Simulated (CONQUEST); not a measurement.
# PbSe (Clausthalite) (Fm-3m) in CONQUEST: a series of runs

Runs on PbSe (Clausthalite). Level: LDA. Tasks: equation of state.

Everything below comes from runs of CONQUEST 1.3. Logs are shortened: lines on timing, memory, paths and dates and some standing lists are left out, and cuts for length are marked.

## 1. Starting point

The structure is cubic, space group Fm-3m (No. 225). The conventional cell has a = 6.121 Å, b = 6.121 Å, c = 6.121 Å, α = 90.00°, β = 90.00°, γ = 90.00°. Around Pb (site symmetry m-3m) lie 6 Se at 3.06 Å. Se (site symmetry m-3m) is surrounded by 6 Pb at 3.06 Å.

## 2. Equation of state, LDA, 26.95 Å³/atom (volume scaled by 0.94)

Input file Conquest_input:

```
IO.Title PbSe
IO.Coordinates coords.dat
IO.FractionalAtomicCoords T
IO.Iprint 2
IO.Iprint_init 1
General.NumberOfSpecies 2
General.PseudopotentialType hamann
AtomMove.TypeOfRun static
AtomMove.FullStress T
Grid.PointsAlongX 48
Grid.PointsAlongY 48
Grid.PointsAlongZ 60
DM.SolutionMethod diagon
Diag.MPMesh T
Diag.GammaCentred T
Diag.MPMeshX 6
Diag.MPMeshY 6
Diag.MPMeshZ 5
Diag.kT 0.00183747
minE.SCTolerance 1e-6
SC.MaxIters 100
IO.AtomChargeOutput T
%block ChemicalSpeciesLabel
1 207.200 Pb
2 78.960 Se
%endblock
```

Input file coords.dat:

```
    8.0125389105     0.0000000000     0.0000000000
    0.0000000000     8.0125389105     0.0000000000
    0.0000000000     0.0000000000    11.3314411954
4
  0.0000000000   0.0000000000   0.0000000000 1 T T T
  0.5000000000   0.5000000000   0.5000000000 1 T T T
  0.0000000000   0.0000000000   0.5000000000 2 T T T
  0.5000000000   0.5000000000   0.0000000000 2 T T T
```

Potentials or basis: PseudoDojo NC LDA, DZP, grid of 48 × 48 × 60 points.

Command:

```console
$ Conquest
```

Log:

```text
Simulation cell dimensions:     8.0125 a0 x     8.0125 a0 x    11.3314 a0

      Atomic coordinates (a0)
         Atom         X         Y         Z  Species
            1    0.0000    0.0000    0.0000        1
            2    4.0063    4.0063    5.6657        1
            3    0.0000    0.0000    5.6657        2
            4    4.0063    4.0063    0.0000        2

         Monkhorst-Pack mesh:   6 x   6 x   5 gamma-centred
        This calculation includes non-local pseudopotentials,
         with a maximum core radius of      7.45175116

    Job title: PbSe
    Job to be run: static calculation

[... 5 lines left out ...]
      Using Fermi-Dirac smearing

    Integration grid size:     48 x   48 x   60

    Integration grid spacing:  0.167 a0 x 0.167 a0 x 0.189 a0

    Number of species:  2
    --------------------------------------------------------
    |   #  mass (au)  Charge (e)  SF Rad (a0)  NSF  Label  |
    --------------------------------------------------------
    |   1    207.200      14.000        7.743   18  Pb     |
    |   2     78.960      16.000        6.610   18  Se     |
    --------------------------------------------------------
          SCF tolerance:                 0.00000100
          SCF iterations:               100

    LibXC version:  6. 2. 2
    Using the LDA functional Slater exchange
    Using the LDA functional Perdew & Wang

           radial cut-off to be used is taken to be max PAO cut-off radius for this species:    7.451751

           greatest ang. mom. for making density from PAOs:  2

           radial cut-off to be used is taken to be max PAO cut-off radius for this species:    6.366323

           greatest ang. mom. for making density from PAOs:  2
    Minimum blocs/proc is     2160. Maximum blocs/proc is     2160
    set_atom_dens: In set_atomic_density, electrons :      60.000000000000
 matrix_size & matrix_size_padH =           72          72

    Screened ion int: energy:    -291.198500349288 Ha

    new_SC_potl: Starting.  Tolerance:  0.10000E-05

    PulayMixSC: Starting Pulay mixing, A_up =  0.500 A_dn =  0.500
    PulayMixSC: Spin non-polarised calculation.
          Harris-Foulkes Energy            :      -382.937124833640553 Ha
          GroundState Energy (E-(1/2)TS)   :      -382.937125696936675 Ha
          Free Energy (E-TS)               :      -382.937126560232798 Ha
          DFT Total Energy                 :      -382.891070436557698 Ha
          Total number of electrons        :        59.999999999999545
    PulayMixSC: Pulay iteration     1 residual:              0.12110E-02
          Harris-Foulkes Energy            :      -382.917888050409147 Ha
          GroundState Energy (E-(1/2)TS)   :      -382.917894204432230 Ha
          Free Energy (E-TS)               :      -382.917900358455370 Ha
          DFT Total Energy                 :      -382.914347291442823 Ha
          Total number of electrons        :        60.000030526682686
    PulayMixSC: Pulay iteration     2 residual:              0.43651E-03
          Harris-Foulkes Energy            :      -382.916349966736902 Ha
          GroundState Energy (E-(1/2)TS)   :      -382.916353273845687 Ha
          Free Energy (E-TS)               :      -382.916356580954528 Ha
          DFT Total Energy                 :      -382.916145207663135 Ha
          Total number of electrons        :        60.000047027845042
    PulayMixSC: Pulay iteration     3 residual:              0.16294E-03
          Harris-Foulkes Energy            :      -382.916193450128446 Ha
          GroundState Energy (E-(1/2)TS)   :      -382.916196768334316 Ha
          Free Energy (E-TS)               :      -382.916200086540130 Ha
          DFT Total Energy                 :      -382.916188791491550 Ha
          Total number of electrons        :        60.000063759168782
    PulayMixSC: Pulay iteration     4 residual:              0.26660E-04
          Harris-Foulkes Energy            :      -382.916190482783804 Ha
          GroundState Energy (E-(1/2)TS)   :      -382.916193806999843 Ha
          Free Energy (E-TS)               :      -382.916197131215881 Ha
          DFT Total Energy                 :      -382.916190443140124 Ha
          Total number of electrons        :        60.000067721815881
    PulayMixSC: Pulay iteration     5 residual:              0.43584E-05
          Harris-Foulkes Energy            :      -382.916190566530133 Ha
          GroundState Energy (E-(1/2)TS)   :      -382.916193906001183 Ha
          Free Energy (E-TS)               :      -382.916197245472176 Ha
          DFT Total Energy                 :      -382.916190509027274 Ha
          Total number of electrons        :        60.000068301118411
    PulayMixSC: Pulay iteration     6 residual:              0.15156E-05
          Harris-Foulkes Energy            :      -382.916190091996384 Ha
          GroundState Energy (E-(1/2)TS)   :      -382.916193422759989 Ha
          Free Energy (E-TS)               :      -382.916196753523593 Ha
          DFT Total Energy                 :      -382.916190091993030 Ha
          Total number of electrons        :        60.000068534351712
    PulayMixSC: Pulay iteration     7 residual:              0.10963E-07
    PulayMixSC: Reached SCF tolerance of  0.10963E-07 after      7 iterations
      | Number of electrons      =        60.000069
      |* band energy as 2Tr[K.H] =       -61.443422227523072 Ha
      |  screened ion-ion energy =      -291.198500349288054 Ha
      |  Ha correction           =         0.322940712753805 Ha
      |  XC correction           =       -30.597208100915974 Ha
      | GS Energy as E-(1/2)TS   =      -382.916193422759989 Ha
      | Free Energy as E-TS      =      -382.916196753523593 Ha
      |* Harris-Foulkes energy   =      -382.916190091996384 Ha
      |* DFT total energy        =      -382.916190091993030 Ha
      |  estimated accuracy      =        -0.000000000003354 Ha

    force: Forces on atoms (Ha/a0)
    force:  Atom   X              Y              Z
    force:     1   0.0000000000   0.0000000000  -0.0000000000
    force:     2  -0.0000000000  -0.0000000000   0.0000000000
    force:     3   0.0000000000  -0.0000000000  -0.0000000000
    force:     4   0.0000000000  -0.0000000000  -0.0000000000

    force: Maximum force :        0.00000000(Ha/a0) on atom         3 in z direction
    force: Force Residual:        0.00000000 Ha/a0
    force: Total stress:         -2.10917161     0.00000000    -0.00000000 GPa
                             0.00000000    -2.10917161    -0.00000000
                            -0.00000000    -0.00000000    -2.09367733
    force: Average pressure:      2.10400685 GPa

    force: Finished force
    get_E_and_F: Change in energy during last step of electronic optimisation:  0.47453E-06

    BIBLIOGRAPHY: Please consider citing the following references in the conquest.bib file

    CONQUEST:         Bowler2002pt, Miyazaki2004, Nakata2020
    Basis:            Bowler2019
    DM:               Bowler:2006xr
    Pseudopotentials: Hamann2013, Bowler2019
    XC references from LibXC:
      P. A. M. Dirac.,  Math. Proc. Cambridge Philos. Soc. 26, 376 (1930)
```

Wall time 62 s (1 thread of Intel Xeon Platinum 8375C at 2.90GHz (Ice Lake), shared host); peak memory 0.85 GiB.

What came out:

* Free energy: -10419.6805 eV
* Pressure: 2.1 GPa
* Mulliken charges: Pb +0.54; Se -0.54 e

Caveat: Mulliken charges move with the basis; this odd mesh misses L, where the gap lies, so gap, dielectric constants and Born charges aren't listed; the basis of atomic orbitals isn't converged, which shifts pressures, moduli and gaps.

## 3. Equation of state, LDA, 27.52 Å³/atom (volume scaled by 0.96)

Conquest_input is that of step 2.

Input file coords.dat:

```
    8.0689670999     0.0000000000     0.0000000000
    0.0000000000     8.0689670999     0.0000000000
    0.0000000000     0.0000000000    11.4112427062
4
  0.0000000000   0.0000000000   0.0000000000 1 T T T
  0.5000000000   0.5000000000   0.5000000000 1 T T T
  0.0000000000   0.0000000000   0.5000000000 2 T T T
  0.5000000000   0.5000000000   0.0000000000 2 T T T
```

Potentials or basis: PseudoDojo NC LDA, DZP, grid of 48 × 48 × 60 points.

Command:

```console
$ Conquest
```

Wall time 60 s (1 thread of Intel Xeon Platinum 8375C at 2.90GHz (Ice Lake), shared host); peak memory 0.85 GiB.

It converged, with:

* Free energy: -10419.7012 eV
* Pressure: 0.8 GPa
* Mulliken charges: Pb +0.53; Se -0.53 e

Caveat: Mulliken charges move with the basis; this odd mesh misses L, where the gap lies, so gap, dielectric constants and Born charges aren't listed; the basis of atomic orbitals isn't converged, which shifts pressures, moduli and gaps.

## 4. Equation of state, LDA, 28.10 Å³/atom (volume scaled by 0.98)

Conquest_input is that of step 3.

Input file coords.dat:

```
    8.1246169076     0.0000000000     0.0000000000
    0.0000000000     8.1246169076     0.0000000000
    0.0000000000     0.0000000000    11.4899434188
4
  0.0000000000   0.0000000000   0.0000000000 1 T T T
  0.5000000000   0.5000000000   0.5000000000 1 T T T
  0.0000000000   0.0000000000   0.5000000000 2 T T T
  0.5000000000   0.5000000000   0.0000000000 2 T T T
```

Command:

```console
$ Conquest
```

Run time: 57 s. Hardware: 1 thread of Intel Xeon Platinum 8375C at 2.90GHz (Ice Lake), shared host; peak memory 0.82 GiB.

Results (log left out):

* Free energy: -10419.7029 eV
* Pressure: -0.5 GPa
* Mulliken charges: Pb +0.52; Se -0.52 e

Caveat: Mulliken charges move with the basis; this odd mesh misses L, where the gap lies, so gap, dielectric constants and Born charges aren't listed; the basis of atomic orbitals isn't converged, which shifts pressures, moduli and gaps; the real-space grid breaks the cell's symmetry a little.

## 5. Equation of state, LDA, 28.67 Å³/atom

Conquest_input is that of step 4.

Input file coords.dat:

```
    8.1795146329     0.0000000000     0.0000000000
    0.0000000000     8.1795146329     0.0000000000
    0.0000000000     0.0000000000    11.5675805267
4
  0.0000000000   0.0000000000   0.0000000000 1 T T T
  0.5000000000   0.5000000000   0.5000000000 1 T T T
  0.0000000000   0.0000000000   0.5000000000 2 T T T
  0.5000000000   0.5000000000   0.0000000000 2 T T T
```

Command:

```console
$ Conquest
```

It took 57 s on 1 thread of Intel Xeon Platinum 8375C at 2.90GHz (Ice Lake), shared host; peak memory 0.82 GiB.

The run converged. Its results:

| Quantity | Value |
| --- | --- |
| Free energy | -10419.6868 eV |
| Pressure | -1.6 GPa |
| Mulliken charges | Pb +0.51; Se -0.51 e |

Caveat: Mulliken charges move with the basis; this odd mesh misses L, where the gap lies, so gap, dielectric constants and Born charges aren't listed; the basis of atomic orbitals isn't converged, which shifts pressures, moduli and gaps; the real-space grid breaks the cell's symmetry a little.

## 6. Equation of state, LDA, 29.24 Å³/atom (volume scaled by 1.02)

Conquest_input is that of step 5.

Input file coords.dat:

```
    8.2336851826     0.0000000000     0.0000000000
    0.0000000000     8.2336851826     0.0000000000
    0.0000000000     0.0000000000    11.6441892528
4
  0.0000000000   0.0000000000   0.0000000000 1 T T T
  0.5000000000   0.5000000000   0.5000000000 1 T T T
  0.0000000000   0.0000000000   0.5000000000 2 T T T
  0.5000000000   0.5000000000   0.0000000000 2 T T T
```

Potentials or basis: PseudoDojo NC LDA, DZP, grid of 48 × 48 × 60 points.

Command:

```console
$ Conquest
```

It took 56 s on 1 thread of Intel Xeon Platinum 8375C at 2.90GHz (Ice Lake), shared host; peak memory 0.79 GiB.

Results (log left out):

```
Free energy      : -10419.6578 eV
Pressure         : -2.4 GPa
Mulliken charges : Pb +0.50; Se -0.50 e
```

Caveat: Mulliken charges move with the basis; this odd mesh misses L, where the gap lies, so gap, dielectric constants and Born charges aren't listed; the basis of atomic orbitals isn't converged, which shifts pressures, moduli and gaps.

## 7. Equation of state, LDA, 29.82 Å³/atom (volume scaled by 1.04)

Conquest_input is that of step 6.

Input file coords.dat:

```
    8.2871521690     0.0000000000     0.0000000000
    0.0000000000     8.2871521690     0.0000000000
    0.0000000000     0.0000000000    11.7198029900
4
  0.0000000000   0.0000000000   0.0000000000 1 T T T
  0.5000000000   0.5000000000   0.5000000000 1 T T T
  0.0000000000   0.0000000000   0.5000000000 2 T T T
  0.5000000000   0.5000000000   0.0000000000 2 T T T
```

Command:

```console
$ Conquest
```

It took 56 s on 1 thread of Intel Xeon Platinum 8375C at 2.90GHz (Ice Lake), shared host; peak memory 0.79 GiB.

Results (log left out):

* Free energy: -10419.6157 eV
* Pressure: -3.5 GPa
* Mulliken charges: Pb +0.49; Se -0.49 e

Caveat: Mulliken charges move with the basis; this odd mesh misses L, where the gap lies, so gap, dielectric constants and Born charges aren't listed; the basis of atomic orbitals isn't converged, which shifts pressures, moduli and gaps.

## 8. Equation of state, LDA, 30.39 Å³/atom (volume scaled by 1.06)

Conquest_input is that of step 7.

Input file coords.dat:

```
    8.3399380009     0.0000000000     0.0000000000
    0.0000000000     8.3399380009     0.0000000000
    0.0000000000     0.0000000000    11.7944534294
4
  0.0000000000   0.0000000000   0.0000000000 1 T T T
  0.5000000000   0.5000000000   0.5000000000 1 T T T
  0.0000000000   0.0000000000   0.5000000000 2 T T T
  0.5000000000   0.5000000000   0.0000000000 2 T T T
```

Command:

```console
$ Conquest
```

Wall time 56 s (1 thread of Intel Xeon Platinum 8375C at 2.90GHz (Ice Lake), shared host); peak memory 0.76 GiB.

Results (log left out):

```
Free energy      : -10419.5597 eV
Pressure         : -4.3 GPa
Mulliken charges : Pb +0.49; Se -0.49 e
```

Caveat: Mulliken charges move with the basis; this odd mesh misses L, where the gap lies, so gap, dielectric constants and Born charges aren't listed; the basis of atomic orbitals isn't converged, which shifts pressures, moduli and gaps; the real-space grid breaks the cell's symmetry a little.

## 9. Equation of state, LDA

Potentials or basis: PseudoDojo NC LDA, DZP, grid of 48 × 48 × 60 points.

This step only gathers the single runs of the series.

What came out:

```yaml
Equilibrium_volume: 27.86 Å³/atom
Bulk_modulus: 59 GPa
Pressure_derivative_of_the_bulk_modulus: "4.5 (rough: it moves with the points fitted)"
```

Energy against volume, from the lowest point:
```
volume (Å³/atom)  energy (meV/atom)
          26.951               5.60
          27.524               0.43
          28.097               0.00
          28.671               4.02
          29.244              11.28
          29.818              21.81
          30.391              35.80
```

Caveat: this odd mesh misses L, where the gap lies, so gap, dielectric constants and Born charges aren't listed; the DZP basis gives volumes some 2 % larger than converged bases do, and moduli off by several per cent; the basis of atomic orbitals isn't converged, which shifts pressures, moduli and gaps.
